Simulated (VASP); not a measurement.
A run of VASP 6.6.1 is set up as follows.

Contents of INCAR:

```
SYSTEM = Ir
PREC     = Accurate       ! precision mode
ENCUT    = 600            ! plane-wave cutoff, eV
EDIFF    = 1E-7           ! SCF threshold, eV
ISMEAR   = 1              ! smearing method
SIGMA    = 0.1            ! smearing width, eV
LREAL    = .False.        ! projectors in reciprocal space
LASPH    = .True.         ! aspherical terms in the spheres
NELM     = 80             ! most SCF steps
ALGO     = Normal         ! electronic algorithm
ISIF     = 2              ! what is computed and relaxed
LWAVE    = .False.        ! write WAVECAR
LCHARG   = .False.        ! write CHGCAR
GGA      = PE             ! functional
IBRION   = 2              ! ionic algorithm
NSW      = 40             ! ionic steps
EDIFFG   = -0.01          ! ionic threshold
```

The input KPOINTS:

```
regular mesh
0
Gamma
  16 16 16
  0 0 0
```

File POSCAR:

```
Ir                                      
1.0
    0.0000000000      1.9748953890      1.9748953890
    1.9748953890      0.0000000000      1.9748953890
    1.9748953890      1.9748953890      0.0000000000
  Ir            
     1
Direct
     0.0000000000000000    0.0000000000000000    0.0000000000000000
```

Potentials or basis: VASP PAW PBE potentials, release 64 (Ir).

Command:

```bash
$ cat potpaw_PBE.64/Ir/POTCAR > POTCAR
$ mpirun -np 1 vasp_std > vasp.out
```

What does it give for the band gap on the k mesh?

None (metal or under the smearing width).

Final structure:
```yaml
crystal:
  lattice:
    - [0.00000, 1.97490, 1.97490]
    - [1.97490, 0.00000, 1.97490]
    - [1.97490, 1.97490, 0.00000]
  atoms:
    - { symbol: Ir, position: [0.00000, 0.00000, 0.00000] }
```

Caveat: the relaxation stopped at its first step, so nothing moved. The run has no spin-orbit coupling, so splittings on Ir are missing.
